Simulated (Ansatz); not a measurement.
Input for Ansatz (plane-wave DFT, PAW):

```yaml
crystal:
  lattice:
    - [3.218428917, 0.0, 0.0]
    - [-1.6092144585, 2.7872412024, 0.0]
    - [0.0, 0.0, 5.2430304411]
  atoms:
    - { symbol: Ga, position: [0.3333333333, 0.6666666667, -0.0008683132] }
    - { symbol: Ga, position: [0.6666666667, 0.3333333333, 0.4991316868] }
    - { symbol: "N", position: [0.3333333333, 0.6666666667, 0.3758683132] }
    - { symbol: "N", position: [0.6666666667, 0.3333333333, 0.8758683132] }
basis:
  ecutwfc: 420
kpoints:
  mp_grid: { grid: [6, 6, 4] }
  band_path:
    path:
      - [[0.0, 0.0, 0.0], [0.5, 0.0, 0.0], [0.33333333, 0.33333333, 0.0], [0.0, 0.0, 0.0], [0.0, 0.0, 0.5], [0.5, 0.0, 0.5], [0.33333333, 0.33333333, 0.5], [0.0, 0.0, 0.5]]
      - [[0.5, 0.0, 0.5], [0.5, 0.0, 0.0]]
      - [[0.33333333, 0.33333333, 0.5], [0.33333333, 0.33333333, 0.0]]
    npoints: 4
hamiltonian:
  xc: hse06
scf:
  occupations: { method: gaussian, width: 0.02 }
output:
  forces: true
  stress: true
  eigenvalues: true
  populations: true
  dos: { projected: true, de: 0.02 }
  bader: false
  write_density: true
  write_potential: true
  elf: true
  volumetric_format: npy
```

Run as
```bash
ansatz run input.yaml --threads 2 --pin off --max-ram 5120MiB --backend cpu --events-out ev --progress --plain --runs-dir out
```

Method: DFT HSE06, scalar-relativistic, plane waves, PAW (Ansatz 0.2.0).

Abridged output:

```
Warning: output.stress: scf.convergence.dr2_threshold = 1e-7 eV (the SCF's general default) is looser than the 4e-10 eV advised for a printed stress (1e-10 eV for each atom of the cell: 4). ...
Warning: output.stress: scf.exx.energy_threshold = 1e-6 eV is looser than the 4e-8 eV advised for a stress under a hybrid functional (1e-8 eV for each atom of the cell: 4). ...
Pseudopotentials: kind: paw
Pseudopotential: Ga, paw, valence charge 13, recommended cutoff 420 eV (normal)
Pseudopotential: N, paw, valence charge 5, recommended cutoff 420 eV (normal)
Functional definition: HSE06
Crystal: 4 atoms, lattice volume = 47.033 Å³
Basis set: ecut = 420 eV, 941 PW (Γ), exchange–correlation on 48×48×72 points (8 copies of the dense FFT grid, shifted against one another)
Bands: 22, of which v1, the nominal top of the filled ones, is band 18 counted from 1 (17 counted from 0)
Symmetry: 12 space group operations
Space group: P63mc (ITA 186), of the structure as read, at distance tolerance 3.6e-5 Å
k-points: 21 of 144 (time reversal used)
Initial density: superposition of atomic densities (neutral atoms: chi_scale 0, normalization atom), corrected by the library's trained network
Initial wavefunctions: pseudopotential atomic-orbital guess
Functional: x = pbe(κ = 0.804, μ = 0.21951497), c = pbe(β = 0.06672455), warm-up for x = pbe(κ = 0.804, μ = 0.21951497) + 0.25 (exact − pbe) at short range (hse, ω = 0.20786987 Å⁻¹), c = pbe(β = 0.06672455); HSE06 as pw.x's `hse` composes it (authors' and Libxc's form: `xc: wpbeh`)
SCF iter   1: F=—  HF=-8335.840652 eV  |F-HF|=—  |Δ(HF+E_count)|=         —  Δρ=9.26e-4  dr2=2.64e-4  ethr=1.77e-3  ⟨swp⟩=2.0  Hψ=3008  notcnv=0
SCF iter   2: F=-8335.840998 eV  HF=-8335.840953 eV  |F-HF|=4.45e-5  |Δ(HF+E_count)|=   3.02e-4  Δρ=4.65e-4  dr2=7.17e-5  ethr=7.35e-7  ⟨swp⟩=4.8  Hψ=1707  notcnv=0  defer=1
SCF 1 stopped early in 2 iterations: F = -8335.840998 eV  dr2 = 7.17e-5
Initial density: handed on by an earlier stage of this run
Initial wavefunctions: those handed on with the density
Functional: x = pbe(κ = 0.804, μ = 0.21951497) + 0.25 (exact − pbe) at short range (hse, ω = 0.20786987 Å⁻¹), c = pbe(β = 0.06672455); HSE06 as pw.x's `hse` composes it (authors' and Libxc's form: `xc: wpbeh`)
Exchange kernel: α = 0.2500, screened, ω = 0.2079 Å⁻¹, Wigner–Seitz truncation, v(0) = 1044.4374 eV·Å³, q-mesh 6×6×4, nearest image of the exchange supercell L = 19.31 Å, pair-density grid 18×18×30, without the augmentation charges, whose exchange is taken in its separable form by FFT convolution over the k-point mesh (sized by the pseudopotential files, 20×20×36 at the most), smooth part of the exact exchange by density-matrix convolution
Frozen-core exchange: fock
SCF iter   1: F=—  HF=-8336.799257 eV  |F-HF|=—  |Δ(HF+E_count)|=         —  Δρ=1.73e-2  dr2=5.54e-2  ethr=1.99e-6  ⟨swp⟩=7.6  Hψ=2412  notcnv=0
SCF iter   2: F=—  HF=-8336.772758 eV  |F-HF|=—  |Δ(HF+E_count)|=   2.65e-2  Δρ=4.36e-3  dr2=5.95e-3  ethr=1.99e-6  ⟨swp⟩=4.0  Hψ=1777  notcnv=0
SCF iter   3: F=—  HF=-8336.789218 eV  |F-HF|=—  |Δ(HF+E_count)|=   1.65e-2  Δρ=4.33e-3  dr2=3.26e-3  ethr=1.99e-6  ⟨swp⟩=4.1  Hψ=1805  notcnv=0
SCF iter   4: F=—  HF=-8336.788699 eV  |F-HF|=—  |Δ(HF+E_count)|=   5.19e-4  Δρ=1.44e-3  dr2=5.13e-4  ethr=1.99e-6  ⟨swp⟩=3.0  Hψ=1208  notcnv=0
SCF iter   5: F=—  HF=-8336.788702 eV  |F-HF|=—  |Δ(HF+E_count)|=   2.96e-6  Δρ=4.03e-4  dr2=9.26e-5  ethr=8.94e-7  ⟨swp⟩=3.0  Hψ=1015  notcnv=0
SCF iter   6: F=—  HF=-8336.788994 eV  |F-HF|=—  |Δ(HF+E_count)|=   2.91e-4  Δρ=2.74e-4  dr2=1.56e-5  ethr=1.88e-7  ⟨swp⟩=4.0  Hψ=1467  notcnv=0
SCF iter   7: F=-8336.788984 eV  HF=-8336.788984 eV  |F-HF|=3.10e-7  |Δ(HF+E_count)|=   1.01e-5  Δρ=2.85e-5  dr2=9.40e-7  ethr=3.75e-10  ⟨swp⟩=4.7  Hψ=2359  notcnv=0  defer=12
SCF 2 stopped early in 7 iterations: F = -8336.788984 eV  dr2 = 9.40e-7
  Residual-converged pass: ⟨swp⟩=3.0  Hψ=971  notcnv=0  max |occ|·‖R‖ = 6.5e-6 eV (tolerance 6.7e-6 eV) dr2=9.41e-7  dr2_onsite=6.20e-8  max |Δocc| = 0.0e0
hybrid outer 1: dexx = +1.875e-2 eV, tail = 5.80e-5 eV
Exchange kernel: α = 0.2500, screened, ω = 0.2079 Å⁻¹, Wigner–Seitz truncation, v(0) = 1044.4374 eV·Å³, q-mesh 6×6×4, nearest image of the exchange supercell L = 19.31 Å, pair-density grid 18×18×30, without the augmentation charges, whose exchange is taken in its separable form by FFT convolution over the k-point mesh (sized by the pseudopotential files, 20×20×36 at the most), smooth part of the exact exchange by density-matrix convolution
Frozen-core exchange: fock
SCF iter   1: F=—  HF=-8336.788377 eV  |F-HF|=—  |Δ(HF+E_count)|=         —  Δρ=1.10e-4  dr2=5.76e-6  ethr=8.06e-7  ⟨swp⟩=4.8  Hψ=1114  notcnv=0
SCF iter   2: F=—  HF=-8336.788376 eV  |F-HF|=—  |Δ(HF+E_count)|=   7.99e-7  Δρ=1.96e-5  dr2=3.20e-7  ethr=1.53e-8  ⟨swp⟩=3.9  Hψ=1154  notcnv=0
SCF iter   3: F=—  HF=-8336.788377 eV  |F-HF|=—  |Δ(HF+E_count)|=   1.32e-6  Δρ=1.56e-5  dr2=9.77e-8  ethr=4.37e-10  ⟨swp⟩=4.0  Hψ=1450  notcnv=0
SCF iter   4: F=—  HF=-8336.788377 eV  |F-HF|=—  |Δ(HF+E_count)|=   1.88e-8  Δρ=2.80e-6  dr2=5.05e-9  ethr=2.55e-10  ⟨swp⟩=3.0  Hψ=995  notcnv=0
SCF iter   5: F=-8336.788377 eV  HF=-8336.788377 eV  |F-HF|=3.93e-10  |Δ(HF+E_count)|=   1.53e-8  Δρ=1.19e-6  dr2=5.34e-10  ethr=9.64e-12  ⟨swp⟩=4.2  Hψ=1290  notcnv=0  defer=2
SCF 3 converged in 5 iterations: F = -8336.788377 eV  dr2 = 5.34e-10
  Residual-converged pass: ⟨swp⟩=3.3  Hψ=1116  notcnv=0  max |occ|·‖R‖ = 6.2e-7 eV (tolerance 6.3e-7 eV) dr2=5.35e-10  dr2_onsite=1.30e-10  max |Δocc| = 0.0e0
hybrid outer 2: dexx = +1.255e-6 eV, tail = 2.93e-8 eV, Δε = 3.62e-3 eV (about 8.95e-5 eV left of the loop's levels), ΔF = 4.79e-4 eV/Å (tail 1.65e-4)
hybrid SCF converged: 2 outer / 12 inner (+2 warm-up), last move |dexx| = 1.25e-6 eV, tail = 2.93e-8 eV
Stability not checked: this state was not tested for a lower state beside it, because the functional holds exact exchange (a hybrid, or Hartree-Fock), whose exchange loop this test does not read (fock_operator; see scf.lower_state_search)
Free energy (F): -8336.788377 eV
Frozen-core exchange: fock
Harris-Foulkes:  -8336.788377 eV  (|F-HF|=3.93e-10)
Internal energy: -8336.788377 eV  (E = F + TS)
E sigma→0 (E₀):  -8336.788377 eV
Fermi energy:    9.917696 eV
--- Per-component energies (eV) ---
  E_band       = -106.173080
  E_kinetic    = 491.058096
  E_local      = -3956.443118  (includes V_loc(G=0)·N_el)
  E_nonlocal   = 949.573350
  E_hartree    = 1823.872606
  E_xc         = -206.408701
  E_vxc        = -213.353916  (∫ρ·V_xc dr)
  E_exx        = -123.757882  (= α·E_x^exact, valence–valence)
  E_paw        = -4171.950675  (= ΣΔE_a)
  E_vpaw       = -777.235765  (= ΣTr[D̂ρ^β])
  E_aug_tail   = 0.000150  (compensation charges beyond the density's cutoff)
  E_ewald      = -3142.912406
  E_core_change = 0.180199  (= ΣΔE_core)
  E_smearing   =  0.000000  (= −TS)
--- Forces (eV/Å), atoms counted from 1 ---
  atom   1  Ga     0.00000000     0.00000000    -0.01802105
  atom   2  Ga     0.00000000     0.00000000    -0.01802105
  atom   3  N      0.00000000     0.00000000     0.01798697
  atom   4  N      0.00000000     0.00000000     0.01798697
--- Stress (GPa, compression-positive) ---
       -6.086118       0.000000       0.000000
        0.000000      -6.086118       0.000000
        0.000000       0.000000      -6.529887
  P = ⅓ Tr σ = -6.2340 GPa (-62.340 kbar)
--- Band table (eV; the first three rows and the last of 21) ---
  k-point 0: bands = ["-8.7870", "-8.3619", "-7.2427", "-7.2274", "-7.2274", "-7.1737", "-7.1737", "-6.9984", "-6.9984", "-6.9180", "-6.9180", "-5.1808", "1.0892", "7.3668", "7.3668", "8.4177", "8.4466", "8.4466", "11.3887", "13.9179", "19.2036", "19.7327"]
  k-point 1: bands = ["-8.6522", "-8.3656", "-7.2236", "-7.2236", "-7.1853", "-7.1853", "-7.1354", "-6.9829", "-6.9829", "-6.9264", "-6.9264", "-5.7489", "2.1275", "6.8809", "7.5176", "7.5176", "8.2814", "8.2814", "12.6135", "14.0303", "18.7554", "19.3857"]
  k-point 2: bands = ["-8.4379", "-8.4379", "-7.2082", "-7.2082", "-7.2082", "-7.2082", "-6.9513", "-6.9513", "-6.9513", "-6.9513", "-6.6517", "-6.6517", "4.3913", "4.3913", "7.8918", "7.8918", "7.8918", "7.8918", "13.8870", "13.8870", "18.3338", "18.3338"]
  k-point 20: bands = ["-8.2685", "-8.2685", "-7.1162", "-7.1162", "-7.1066", "-7.1066", "-6.9833", "-6.9833", "-6.9651", "-6.9651", "-4.6722", "-4.6722", "2.0191", "2.0191", "4.0996", "4.0996", "6.9260", "6.9260", "16.1225", "16.1225", "17.0596", "17.0596"]
--- Löwdin populations: 4 sites ---
  site symbol q [e]
     0     Ga     12.1776
     1     Ga     12.1776
     2      N      5.7812
     3      N      5.7812
  spilling = 0.002288 (of n_electrons = 36.000000)
```

Self-consistency was reached.

It took 4.5 min on 2 threads of Intel(R) Xeon(R) Platinum 8375C CPU @ 2.90GHz (Ice Lake), on a shared host, peak memory 1.3 GiB.